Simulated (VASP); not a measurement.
Input of a VASP 6.6.1 run:

The input INCAR:

```
SYSTEM = KMgF3
PREC     = Accurate       ! precision mode
ENCUT    = 520            ! plane-wave cutoff, eV
EDIFF    = 1E-7           ! SCF threshold, eV
ISMEAR   = 0              ! smearing method
SIGMA    = 0.02           ! smearing width, eV
LREAL    = .FALSE.        ! projectors in reciprocal space
LASPH    = .TRUE.         ! aspherical terms in the spheres
NELM     = 100            ! most SCF steps
ALGO     = Normal         ! electronic algorithm
ISIF     = 2              ! what is computed and relaxed
LWAVE    = .FALSE.        ! write WAVECAR
LCHARG   = .FALSE.        ! write CHGCAR
METAGGA  = R2SCAN         ! meta-GGA
LMIXTAU  = .TRUE.       
KPAR     = 2
```

The input KPOINTS:

```
Automatic mesh
0
G
  8 8 8
  0 0 0
```

POSCAR

```
KMgF3
1.0
    3.9859000000      0.0000000000      0.0000000000
    0.0000000000      3.9859000000      0.0000000000
    0.0000000000      0.0000000000      3.9859000000
K Mg F
1 1 3
Direct
    0.5000000000      0.5000000000      0.5000000000
    0.0000000000      0.0000000000      0.0000000000
    0.0000000000      0.0000000000      0.5000000000
    0.0000000000      0.5000000000      0.0000000000
    0.5000000000      0.0000000000      0.0000000000
```

The input KPOINTS_OPT:

```
path GXMGRX,MR
15
line-mode
reciprocal
 0.0000000000  0.0000000000  0.0000000000  G
 0.0000000000  0.5000000000  0.0000000000  X

 0.0000000000  0.5000000000  0.0000000000  X
 0.5000000000  0.5000000000  0.0000000000  M

 0.5000000000  0.5000000000  0.0000000000  M
 0.0000000000  0.0000000000  0.0000000000  G

 0.0000000000  0.0000000000  0.0000000000  G
 0.5000000000  0.5000000000  0.5000000000  R

 0.5000000000  0.5000000000  0.5000000000  R
 0.0000000000  0.5000000000  0.0000000000  X

 0.5000000000  0.5000000000  0.0000000000  M
 0.5000000000  0.5000000000  0.5000000000  R
```

Potentials or basis: VASP PAW PBE potentials, release 64 (K_sv, Mg, F).

Command:

```bash
$ cat potpaw_PBE.64/K_sv/POTCAR potpaw_PBE.64/Mg/POTCAR potpaw_PBE.64/F/POTCAR > POTCAR
$ mpirun -np 2 vasp_std > vasp.out
```

**Question.** Predict the band gap along the path.

**Answer.** 8.25 eV, indirect (least direct gap 8.57 eV).

**Question.** Estimate the band gap on the k mesh.

**Answer.** 8.25 eV, indirect (least direct gap 8.57 eV).

**Question.** Estimate the pressure.

**Answer.** -0.9 GPa.

Levels at the corners of the path, in eV from the valence-band top:
```csv
point,band 13,band 14,band 15,band 16,band 17,band 18,band 19,band 20
Γ,-0.63,-0.32,-0.32,-0.32,8.25,10.84,10.84,13.17
X,-0.86,-0.86,-0.53,-0.53,11.01,11.47,11.90,13.77
X,-0.86,-0.86,-0.53,-0.53,11.01,11.47,11.90,13.77
M,-1.04,-0.89,-0.89,-0.02,11.88,12.55,13.66,13.75
M,-1.04,-0.89,-0.89,-0.02,11.88,12.55,13.66,13.78
Γ,-0.63,-0.32,-0.32,-0.32,8.25,10.84,10.84,13.17
Γ,-0.63,-0.32,-0.32,-0.32,8.25,10.84,10.84,13.17
R,-1.12,0.00,0.00,0.00,11.37,11.37,11.37,15.01
R,-1.12,0.00,0.00,0.00,11.37,11.37,11.37,15.01
X,-0.86,-0.86,-0.53,-0.53,11.01,11.47,11.90,13.77
M,-1.04,-0.89,-0.89,-0.02,11.88,12.55,13.66,13.67
R,-1.12,0.00,0.00,0.00,11.37,11.37,11.37,15.01
```

Caveat: the PAW data sets were made with another functional, which shifts forces and pressure a little. r2SCAN opens gaps a little over a GGA but as a rule still falls short of measured ones.
